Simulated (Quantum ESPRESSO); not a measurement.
**P in Quantum ESPRESSO: convergence with k mesh**

Input of the first run (k mesh 1 × 1 × 1); the others differ in this setting and in those tied to it:

File pw.in:

```
&CONTROL
  calculation = 'scf'
  prefix = 'pwscf'
  outdir = './tmp'
  pseudo_dir = './pseudo'
  tprnfor = .true.
  tstress = .true.
  disk_io = 'nowf'
/
&SYSTEM
  ibrav = 0
  nat = 4
  ntyp = 1
  ecutwfc = 44
  nbnd = 16
  occupations = 'smearing'
  smearing = 'fd'
  degauss = 0.00367493
/
&ELECTRONS
  conv_thr = 8d-10
  electron_maxstep = 120
  mixing_beta = 0.5
/
ATOMIC_SPECIES
P     30.9738 P.upf
CELL_PARAMETERS angstrom
   1.6477431241   -5.4650377251    0.0000000000
   1.6477431241    5.4650377251    0.0000000000
   0.0000000000    0.0000000000    4.5436355900
ATOMIC_POSITIONS crystal
P      0.9041431300    0.0958568700    0.5888151700
P      0.0958568700    0.9041431300    0.4111848300
P      0.5958568700    0.4041431300    0.0888151700
P      0.4041431300    0.5958568700    0.9111848300
K_POINTS automatic
1 1 1 0 0 0
```

Potentials or basis: PseudoDojo 0.5 SR PBE stringent.

Run with:

```console
$ OMP_NUM_THREADS=1 pw.x -in pw.in > pw.out
```

Hardware: 1 thread of Arm Neoverse V2, on a shared host.

```
     k mesh  energy less the tightest run, at zero smearing (meV/atom)  pressure (GPa)  largest force (eV/Å)  gap on the mesh (eV)  SCF cycles  CPU time (s)  peak memory (GiB)
  1 × 1 × 1                                                    1219.84            7.89                 2.894                 1.732           9           1.4               0.05
  2 × 2 × 2                                                     302.27            4.04                 0.646                     -           9           5.8               0.05
  4 × 4 × 3                                                      32.38            2.25                 0.325                 0.090           9            13               0.06
  5 × 5 × 4                                                       9.21            2.17                 0.347                 0.437           9            23               0.07
  6 × 6 × 4                                                       4.52            2.12                 0.358                 0.093           9            34               0.07
  7 × 7 × 5                                                       1.85            2.08                 0.351                 0.283          10            45               0.08
  8 × 8 × 6                                                       0.74            2.06                 0.353                 0.094           9            73                0.1
10 × 10 × 7                                                       0.15            2.06                 0.354                 0.094          10           120               0.13
11 × 11 × 8                                                       0.00            2.05                 0.353                 0.175           9           160               0.17
```

Against the tightest run, the energy stays within 1 meV/atom from 8 × 8 × 6 on; the pressure stays within 0.1 GPa from 6 × 6 × 4 on; the largest force stays within 0.005 eV/Å from 6 × 6 × 4 on. Not settled before the last step: the gap on the mesh (to 0.01 eV). Meshes of other sizes hit other points, so gaps and Fermi surfaces needn't settle smoothly. The tightest run that finished is the yardstick and may itself not be fully converged.

Caveat, for the tightest run too: an odd mesh through Γ misses points on the zone boundary, where band edges often lie.
